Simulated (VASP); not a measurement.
Set up this calculation in VASP 6.6.1, as the native input.

```yaml
Task: single point
Functional: PBE
Potentials_or_basis: VASP PAW PBE potentials, release 64 (Al, Ni)
Cutoff: 520 eV
k_mesh: 20 × 20 × 18
Occupations: gaussian, width 0.15 eV
Spin: no spin polarisation
Dipole_correction: no
Further_INCAR_settings: ALGO = Fast; EDIFF = 1e-06; NBANDS = 14
```

The structure of AlNi lies in POSCAR:

```
AlNi
1.0
    1.9933336141     -2.0082383196      0.0000000000
    1.9933336141      2.0082383196      0.0000000000
    0.0000000000      0.0000000000      2.9318408367
Al Ni
1 1
Direct
    0.0000000000      0.0000000000      0.0000000000
    0.5000000000      0.5000000000      0.5000000000
```

The cell comes from a database or a generator and needn't be the stable form of this composition.

These files were run (other wordings do the same):

INCAR

```
ALGO     = Fast           # electronic algorithm
EDIFF    = 1E-6           # SCF threshold, eV
ENCUT    = 520            # plane-wave cutoff, eV
GGA      = PE             # functional
ISIF     = 2              # what is computed and relaxed
ISMEAR   = 0              # smearing method
LASPH    = T              # aspherical terms in the spheres
LCHARG   = F              # write CHGCAR
LREAL    = F              # projectors in reciprocal space
LWAVE    = F              # write WAVECAR
NBANDS   = 14             # bands
NELM     = 100            # most SCF steps
PREC     = Accurate       # precision mode
SIGMA    = 0.15           # smearing width, eV
```

KPOINTS

```
k-points
0
Gamma
  20 20 18
```

Potentials or basis: VASP PAW PBE potentials, release 64 (Al, Ni).

The run is started by

```console
$ cat potpaw_PBE.64/Al/POTCAR potpaw_PBE.64/Ni/POTCAR > POTCAR
$ mpirun -np 1 vasp_std > vasp.out
```

It gave:

```json
{
 "Pressure": "5.2 GPa",
 "Band gap on the k mesh": "none (metal or under the smearing width)"
}
```

Wall time 2.9 min on 1 thread of Intel(R) Xeon(R) 6975P-C (Granite Rapids), with other jobs on the host, peak memory 0.46 GiB.
